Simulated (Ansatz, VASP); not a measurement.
One calculation of NaF, two programs

File INCAR:

```
PREC     = Accurate       # precision mode
ENCUT    = 520            # plane-wave cutoff, eV
EDIFF    = 1E-6           # SCF threshold, eV
ISMEAR   = -1             # smearing method
SIGMA    = 0.03           # smearing width, eV
LREAL    = F              # projectors in reciprocal space
LASPH    = T              # aspherical terms in the spheres
NELM     = 60             # most SCF steps
ALGO     = Normal         # electronic algorithm
ISIF     = 2              # what is computed and relaxed
LWAVE    = F              # write WAVECAR
LCHARG   = T              # write CHGCAR
GGA      = PS             # functional
LELF     = T              # ELF
LVHAR    = T            
NBANDS   = 14             # bands
```

The input KPOINTS:

```
Automatic mesh
0
Gamma
  9 9 9
```

File POSCAR:

```
NaF
1.0
    0.0000000000      2.3200000000      2.3200000000
    2.3200000000      0.0000000000      2.3200000000
    2.3200000000      2.3200000000      0.0000000000
Na F
1 1
Direct
   -0.0750000000     -0.0750000000      0.0750000000
    0.5750000000      0.5750000000      0.4250000000
```

Input for Ansatz:

```yaml
crystal:
  lattice:
    - [0.0, 2.32, 2.32]
    - [2.32, 0.0, 2.32]
    - [2.32, 2.32, 0.0]
  atoms:
    - { symbol: Na, position: [-0.075, -0.075, 0.075] }
    - { symbol: F, position: [0.575, 0.575, 0.425] }
kpoints:
  mp_grid: { grid: [9, 9, 9] }
scf:
  occupations: { method: fermi_dirac, width: 0.03 }
hamiltonian:
  xc: pbesol
  pseudopotentials: { kind: paw }
output:
  forces: true
  stress: true
  eigenvalues: true
  populations: true
  write_density: true
  write_potential: true
  elf: true
  volumetric_format: npy
```

Change from the starting cell: shortest bond scaled by 0.7, PAW files.

Alike in both runs: task single point; functional PBEsol; k mesh 9 × 9 × 9; occupations fermi-dirac, width 0.03 eV; no spin polarisation.

```csv
,VASP,Ansatz
version,VASP 6.6.1,Ansatz 0.2.0
potentials or method,"VASP PAW PBE potentials, release 64 (Na_pv, F)","PAW with Ansatz's default frozen-core files, scalar-relativistic"
plane-wave cutoff (eV),520,420
valence electrons in the cell,14,16
```

|  | VASP | Ansatz | Ansatz less VASP |
| --- | --- | --- | --- |
| gap on the k mesh at the Fermi level (eV) | 5.74 | 5.78 | +0.040 |
| pressure (GPa) | 29.0 | 28.2 | -0.84 |
| largest component of the traceless stress (GPa) | 63.74 | 61.48 | -2.255 |
| rms of the force components (eV/Å) | 5.337 | 5.147 | -0.1900 |

Atom by atom the forces differ by 0.190 eV/Å (rms over components). The two sets of potentials don't hold the same shells in valence.

Caveats: so large a pressure means that the cell lies far from this level's equilibrium, or that cutoff or potentials fall short (VASP); the potentials were made for another functional, which shifts forces and pressure (VASP); an odd mesh through Γ misses points on the zone boundary, where band edges often lie.
